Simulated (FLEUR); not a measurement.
# Ta (P6_3/mmc) in FLEUR: notebook

The runs below take Ta through single point, with PBE.

All numbers are computed with FLEUR MaX-R8.1 (later development tree); they aren't measurements. Logs are shortened: lines on timing, memory, paths and dates and some standing lists are left out, and cuts for length are marked.

## Step 1: The crystal as given

Symmetry: P6_3/mmc, No. 194, hexagonal system. The conventional cell has a = 2.900 Å, b = 2.900 Å, c = 5.166 Å, α = 90.00°, β = 90.00°, γ = 120.00°. Ta (site symmetry -6m2) is surrounded by 12 Ta at 2.90 to 3.08 Å.

This isn't the form of Ta at room conditions, which is bcc.

## Step 2: Single point, PBE

The input, inp.xml:

```xml
<?xml version="1.0" encoding="UTF-8" standalone="no"?>
<fleurInput fleurInputVersion="0.39">
   <comment>
      Ta                                                                                                  
   </comment>
   <calculationSetup>
      <cutoffs Kmax="3.5" Gmax="17.5" GmaxXC="17.5" numbands="0"/>
      <scfLoop itmax="60" minDistance="0.00001" maxIterBroyd="15" imix="Anderson" alpha="0.05" precondParam="0.0" spinf="2.0" sdNocoIR="T"/>
      <coreElectrons ctail="T" frcor="F" kcrel="0" coretail_lmax="0"/>
      <xcFunctional name="pbe" relativisticCorrections="F"/>
      <magnetism jspins="1"/>
      <soc l_soc="F" theta="0.0" phi="0.0" spav="F"/>
      <expertModes spex="0" secvar="F"/>
      <geometryOptimization l_f="F" forcealpha="1.0" forcemix="BFGS" epsdisp="0.00001" epsforce="0.00001"/>
      <ldaU l_linMix="F" mixParam="0.05" spinf="1.0"/>
   </calculationSetup>
   <cell>
      <bzIntegration valenceElectrons="54.0" mode="hist" fermiSmearingEnergy="0.00183747">
         <kPointListSelection listName="default-1"/>
         <!-- k-points included here -->
         <xi:include xmlns:xi="http://www.w3.org/2001/XInclude" href="kpts.xml"> </xi:include>
      </bzIntegration>
      <!-- symmetry operations included here -->
      <xi:include xmlns:xi="http://www.w3.org/2001/XInclude" href="sym.xml"> </xi:include>
      <bulkLattice scale="1.0">
         <bravaisMatrix>
            <row-1>    5.4809088766524683     0.0000000000000000     0.0000000000000000</row-1>
            <row-2>   -2.7404544383262341     4.7466063230114566     0.0000000000000000</row-2>
            <row-3>    0.0000000000000000     0.0000000000000000     9.7628429446417382</row-3>
         </bravaisMatrix>
      </bulkLattice>
   </cell>
   <atomSpecies>
      <species name="Tantalum (Ta)" element="Ta" atomicNumber="73">
         <mtSphere radius="2.51" gridPoints="839" logIncrement="0.016"/>
         <atomicCutoffs lmax="9" lnonsphr="7"/>
         <electronConfig flipSpins="F">
            <coreConfig>(1s1/2) (2s1/2) (2p1/2) (2p3/2) (3s1/2) (3p1/2) (3p3/2) (4s1/2) (3d3/2) (3d5/2) (4p1/2) (4p3/2) (4d3/2) (4d5/2)</coreConfig>
            <valenceConfig>(5s1/2) (5p1/2) (5p3/2) (6s1/2) (4f5/2) (4f7/2) (5d3/2) (5d5/2)</valenceConfig>
            <stateOccupation state="(5d3/2)" spinUp="0.600000" spinDown="0.600000"/>
            <stateOccupation state="(5d5/2)" spinUp="0.900000" spinDown="0.900000"/>
         </electronConfig>
         <energyParameters s="6" p="6" d="5" f="4"/>
         <lo type="SCLO" l="0" n="5" eDeriv="0"/>
         <lo type="SCLO" l="1" n="5" eDeriv="0"/>
         <lo type="SCLO" l="2" n="5" eDeriv="2"/>
         <lo type="SCLO" l="3" n="4" eDeriv="2"/>
      </species>
   </atomSpecies>
   <atomGroups>
      <atomGroup species="Tantalum (Ta)">
         <relPos label="                   1">1.000/3.000 -1.000/3.000 1.000/4.000</relPos>
         <relPos label="                   2">-1.000/3.000 1.000/3.000 -1.000/4.000</relPos>
         <force calculate="T" relaxXYZ="TTT"/>
      </atomGroup>
   </atomGroups>
   <output dos="F" band="F" slice="F">
      <checks vchk="F" cdinf="F"/>
      <bandDOS minEnergy="-.5*Htr" maxEnergy="0.5*Htr" sigma="0.015" storeEVData="T"/>
      <vacuumDOS vacdos="F" integ="F" star="F" nstars="0" locx1="0.0" locy1="0.0" locx2="0.0" locy2="0.0" nstm="0" tworkf="0.0"/>
      <unfoldingBand unfoldBand="F" supercellX="1" supercellY="1" supercellZ="1"/>
      <plotting iplot="0" polar="F">
         <plot TwoD="T" vec1="  1.0  0.0  0.0" vec2="  0.0  1.0  0.0" vec3="  0.0  0.0  1.0" zero="  0.0  0.0  0.0" file="plot"/>
      </plotting>
      <chargeDensitySlicing numkpt="0" minEigenval="0.0" maxEigenval="0.0" nnne="0" pallst="F"/>
      <specialOutput eonly="F"/>
      <moessbauerParams electricFieldGradient="T" isomerShift="T" coreHyperfine="T" valenceHyperfine="T"/>
      <magneticCircularDichroism mcd="F" energyLo="-10.0" energyUp="0.0"/>
   </output>
  <!-- We include the file relax.xml here to enable relaxations (see documentation) -->
  <xi:include xmlns:xi="http://www.w3.org/2001/XInclude" href="relax.xml"> <xi:fallback/> </xi:include>
</fleurInput>
```

The input, crystal.txt:

```
Ta
&input cartesian=F /
2.9003720726  0.0000000000  0.0000000000
-1.4501860363  2.5117958953  0.0000000000
0.0000000000  0.0000000000  5.1662740000
1.8897261246
1.0 1.0 1.0

2
73 0.3333333334  0.6666666668  0.2500000000
73 0.6666666668  0.3333333334  0.7500000000

&kpt div1=11 div2=11 div3=5 gamma=T /
```

Potentials or basis: all-electron, FLAPW.

Command:

```
$ inpgen -f crystal.txt -profile veryFastHighL
$ # inp.xml edited to the form shown
$ fleur_MPI
```

The log of the run:

```text
Welcome to FLEUR        (www.flapw.de)
      MaX-Release 8.1          (www.max-centre.eu)

 ========== k-point set info ==========
 Selected k-point list: default-1
 k-point list type: mesh
 11 x 11 x 5
 Number of k points: 48

 ------------Calculation Setup---------------------------
 Number of MPI-tasks      :            1
 Number of PE/node        :            1
 Number of OMP-threads    :            1
 Most efficient MPI parallelization for:
           1           2           3           4           6           8          12          16          24          48
 Additional eigenvalue parallelization possible
 Number of basis functions:          250
 Approximate size of matrices (H+S) per k-point:         0.001 GB
 --------------------------------------------------------
 Iteration:     1   Distance:      10.82062097 me/bohr^3
 Iteration:     2   Distance:       9.90911365 me/bohr^3
 Iteration:     3   Distance:       5.15392699 me/bohr^3
 Iteration:     4   Distance:       1.25366493 me/bohr^3
 Iteration:     5   Distance:       1.18577426 me/bohr^3
 Iteration:     6   Distance:       0.22531348 me/bohr^3
 Iteration:     7   Distance:       0.06131143 me/bohr^3
 Iteration:     8   Distance:       0.01768043 me/bohr^3
 Iteration:     9   Distance:       0.00685108 me/bohr^3
 Iteration:    10   Distance:       0.00415603 me/bohr^3
 Iteration:    11   Distance:       0.00106237 me/bohr^3
 Iteration:    12   Distance:       0.00015399 me/bohr^3
 Iteration:    13   Distance:       0.00007817 me/bohr^3
 Iteration:    14   Distance:       0.00001195 me/bohr^3
 Iteration:    15   Distance:       0.00000655 me/bohr^3

 ********************************************************************
 Run finished successfully
 Stop message:
   all done
 ********************************************************************
```

out.xml (last iteration):

```text
<iteration numberForCurrentRun="   15" overallNumber="   15">
         <energyParameters units="Htr">
            <atomicEP atomType="1" spin="1" branch="6s" branchLowest="-1.96" branchHighest="2.18" value="0.3104273556"/>
            <atomicEP atomType="1" spin="1" branch="6p" branchLowest="-0.67" branchHighest="3.11" value="0.4442673524"/>
            <atomicEP atomType="1" spin="1" branch="5d" branchLowest="-7.45" branchHighest="1.00" value="0.4638924571"/>
            <atomicEP atomType="1" spin="1" branch="4f" branchLowest="-9.99" branchHighest="-0.21" value="-0.1795583489"/>
            <loAtomicEP atomType="1" spin="1" branch="5s" branchLowest="-19.13" branchHighest="-1.96" value="-1.9824009609"/>
            <loAtomicEP atomType="1" spin="1" branch="5p" branchLowest="-14.00" branchHighest="-0.67" value="-0.7734563251"/>
            <loAtomicEP atomType="1" spin="1" branch="5d" branchLowest="-7.45" branchHighest="1.00" value="0.4602426388"/>
            <loAtomicEP atomType="1" spin="1" branch="4f" branchLowest="-9.99" branchHighest="-0.21" value="-0.2038315942"/>
         </energyParameters>
         <eigenvalues>
            <eigenvaluesAt spin="1" ikpt="1" k_x="0.00000000" k_y="0.00000000" k_z="0.00000000">
                      -1.9857554366       -1.9835978885       -0.7704244781       -0.7404579736       -0.7359870441
                      -0.7359870441       -0.7329624091       -0.7329624091       -0.2115576224       -0.2114694029
                      -0.2110038200       -0.2110038200       -0.2107825923       -0.2107615615       -0.2107615615
                      -0.2098957509       -0.2098957509       -0.2097926029       -0.2091361632       -0.2091361632
                      -0.2084684651       -0.2084277238        0.1972182903        0.3174501510        0.4767171472
                       0.4925206172        0.5196252054        0.5196252054        0.5402881213        0.5402881213
                       0.6066322222        0.6066322222        0.6859086005        0.6859086005        0.8191327287
                       0.9608020456        0.9712831854        1.0472650585        1.2274489664        1.2274489664
                       1.2351909113        1.2479507565
            </eigenvaluesAt>
            <eigenvaluesAt spin="1" ikpt="2" k_x="0.00000000" k_y="0.00000000" k_z="0.20000000">
                      -1.9855498879       -1.9838045284       -0.7677005845       -0.7434694782       -0.7356986907
                      -0.7356986907       -0.7332504148       -0.7332504148       -0.2115782760       -0.2114955930
                      -0.2110116107       -0.2110116107       -0.2108344182       -0.2108344182       -0.2106061410
                      -0.2098269773       -0.2097252833       -0.2097252833       -0.2090787320       -0.2090787320
                      -0.2084559333       -0.2084312487        0.2097784005        0.3105207427        0.4704839866
[... 12 lines left out ...]
                       0.6454777058        0.6454777058        0.6711519742        0.6711519742        0.9355379771
                       0.9383547891        0.9880264658        1.0429314326        1.1597438815        1.1597438815
                       1.2024024631        1.2024024631
            </eigenvaluesAt>
            <eigenvaluesAt spin="1" ikpt="4" k_x="0.00000000" k_y="0.09090909" k_z="0.00000000">
[... 35 lines left out ...]
            <state n="4" l="2" j="2.5" energy="-7.2837877700" weight="3.0000000000"/>
         </coreStates>
         <allElectronCharges>
            <spinDependentCharge spin="1" total="146.0000000" interstitial="4.3174222" mtSpheres="141.6825778"/>
            <totalCharge value="145.9999999984"/>
         </allElectronCharges>
         <moessbauerParams unitsHFF="kG" unitsIS="e/bohr^3" unitsEFG="Htr/bohr^2">
            <coreIsomerShift atomType="1" isTotal="1394656.88785">
               <shell n="1" l="0" isomerShift="1169563.94360"/>
               <shell n="2" l="0" isomerShift="165966.95956"/>
               <shell n="2" l="1" isomerShift="9787.61187"/>
               <shell n="3" l="0" isomerShift="37162.11435"/>
               <shell n="3" l="1" isomerShift="2446.38926"/>
               <shell n="4" l="0" isomerShift="9142.33392"/>
               <shell n="3" l="2" isomerShift="0.00094"/>
               <shell n="4" l="1" isomerShift="587.53413"/>
               <shell n="4" l="2" isomerShift="0.00023"/>
            </coreIsomerShift>
            <isomerShift atomType="1" nucleusRadius="0.0001336" averageDensity="1396319.31205"/>
            <electricFieldGradient atomType="1" VXX="0.23816" VYY="0.23816" VZZ="-0.47632" asymParam="0.00000">
            </electricFieldGradient>
         </moessbauerParams>
         <totalEnergy                                    value="   -31252.2125018524" units="Htr">
            <sumOfEigenvalues                            value="   -19100.9004845830">
               <coreElectrons value="-19082.1526736620"/>
               <valenceElectrons value="-18.7478109210"/>
            </sumOfEigenvalues>
            <densityCoulombPotentialIntegral value="-53357.4919685681"/>
            <densityEffectivePotentialIntegral value="-54188.5827441438"/>
            <chargeDenXCDenIntegral value="-635.2618984242"/>
            <FockExchangeEnergyValence value="0.0000000000"/>
            <FockExchangeEnergyCore value="0.0000000000"/>
            <atomTypeDependentContributions atomType="1">
               <electronNucleiInteractionDifferentMTs value="38933.6480354919"/>
               <MadelungTerm value="-92.2388432131"/>
            </atomTypeDependentContributions>
            <tkbTimesEntropy value="0.0006964588"/>
            <freeEnergy value="-31252.2131983112"/>
            <extrapolationTo0K value="-31252.2128500818"/>
         </totalEnergy>
         <densityConvergence units="me/bohr^3">
            <chargeDensity spin="1" distance="0.0000065498"/>
         </densityConvergence>
      </iteration>
```

Wall time 19 s (1 thread of Arm Neoverse V2, shared host); peak memory 0.07 GiB.

Results:

```
Free energy                                           : -850416.0444 eV
Band gap on the k mesh                                : none (metal or under the smearing width)
Valence electrons inside the program's atomic spheres : Ta 24.84 (radii Ta 2.51 bohr)
```

Levels at points of the mesh, in eV from the Fermi level:
```tsv
k point	band 25	band 26	band 27	band 28	band 29	band 30
(0.00, 0.00, 0.00)	-0.58	-0.15	0.58	0.58	1.15	1.15
```

Core levels (eV from the Fermi level):
```csv
atom,levels
1 Ta,"1s1/2 -67274.7, 2s1/2 -11546.4, 2p1/2 -11033.3, 2p3/2 -9763.0, 3s1/2 -2640.9, 3p1/2 -2413.1, 3p3/2 -2139.6, 4s1/2 -534.2, 3d3/2 -1755.7, 3d5/2 -1696.2, 4p1/2 -440.3, 4p3/2 -377.4, 4d3/2 -223.3, 4d5/2 -211.8"
2 Ta,"1s1/2 -67274.7, 2s1/2 -11546.4, 2p1/2 -11033.3, 2p3/2 -9763.0, 3s1/2 -2640.9, 3p1/2 -2413.1, 3p3/2 -2139.6, 4s1/2 -534.2, 3d3/2 -1755.7, 3d5/2 -1696.2, 4p1/2 -440.3, 4p3/2 -377.4, 4d3/2 -223.3, 4d5/2 -211.8"
```

Spin-orbit coupling is left out, which matters for the levels of Ta.

(Continued in part 2 of 2.)
